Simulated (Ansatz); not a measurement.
## B: a ladder of calculations

Cell of run 1: a structure deposited in the COD, atoms as given.

Space group R-3m:H (No. 166); a = 4.9179, c = 12.5805 Å, γ = 120.00°.

```csv
site,Wyckoff,site symmetry,x,y,z
B1,18h,.m,0.7855,0.2145,0.2247
B7,18h,.m,0.8635,0.1365,0.3577
```

One atom of each set is listed; the run and its k-mesh use a cell of 12 atoms with edges of 5.06, 5.06, 5.06 Å.

Relaxed positions (PBE, cell held):

B1 (0.7852, 0.2148, 0.2248)
B7 (0.8631, 0.1369, 0.3575)

All runs are DFT with Ansatz 0.2.0 (plane waves and PAW, scalar-relativistic unless spin–orbit coupling is named, Γ-centred meshes, Fermi–Dirac smearing where given) in this cell.

Run 1: PBE, atoms as given; 420 eV, 8×8×8 k-points, smearing 0.05 eV.
Run 2: r2SCAN, at the relaxed atoms; 500 eV, 8×8×8 k-points, smearing 0.05 eV.
Run 3: LDA, at the relaxed atoms; 420 eV, 8×8×8 k-points, smearing 0.05 eV.

```tsv
run	B1 V_zz (η)	B7 V_zz (η)
1	-1.47 (0.20)	0.82 (0.45)
2	?	?
3	-1.48 (0.21)	0.83 (0.41)
```

V_zz in 10²¹ V/m².

Question: Estimate the row of run 2.

Answer: B1: -1.47 (0.21); B7: 0.86 (0.43). It lies nearest to run 3, from whose tensors on these sites it differs by 0.02 at most (largest principal value of the difference, on B7).

The cell isn't the equilibrium one in run 3 (calculated pressure -10 GPa), and the entry's cell may itself be off.
